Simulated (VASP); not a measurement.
Input of a VASP 6.6.1 run:

Contents of INCAR:

```
SYSTEM = CsI
ALGO     = Normal         ! electronic algorithm
EDIFF    = 1E-6           ! SCF threshold, eV
ENCUT    = 520            ! plane-wave cutoff, eV
GGA      = PE             ! functional
ISIF     = 2              ! what is computed and relaxed
ISMEAR   = -1             ! smearing method
LASPH    = .True.         ! aspherical terms in the spheres
LCHARG   = .False.        ! write CHGCAR
LREAL    = .False.        ! projectors in reciprocal space
LWAVE    = .False.        ! write WAVECAR
NBANDS   = 15             ! bands
NELM     = 100            ! most SCF steps
PREC     = Accurate       ! precision mode
SIGMA    = 0.03           ! smearing width, eV
```

KPOINTS

```
k-points
0
Gamma
  2 2 2
  0 0 0
```

File POSCAR:

```
CsI
1.0
    4.5667000000      0.0000000000      0.0000000000
    0.0000000000      4.5667000000      0.0000000000
    0.0000000000      0.0000000000      4.5667000000
Cs I
1 1
Direct
    0.0000000000      0.0000000000      0.0000000000
    0.5000000000      0.5000000000      0.5000000000
```

Potentials or basis: VASP PAW PBE potentials, release 64 (Cs_sv, I).

Launch:

```sh
$ cat potpaw_PBE.64/Cs_sv/POTCAR potpaw_PBE.64/I/POTCAR > POTCAR
$ mpirun -np 1 vasp_std > vasp.out
```

Problem. Estimate the band gap on the k mesh.

Solution. 3.81 eV, indirect (least direct gap 3.90 eV).

Problem. Predict the pressure.

Solution. 1.7 GPa.

Caveat: the k mesh is coarse (spacing up to 0.69 Å⁻¹), so the values aren't converged; spin-orbit coupling is left out, which moves the levels of the heavy elements. A k mesh can miss the band edges.
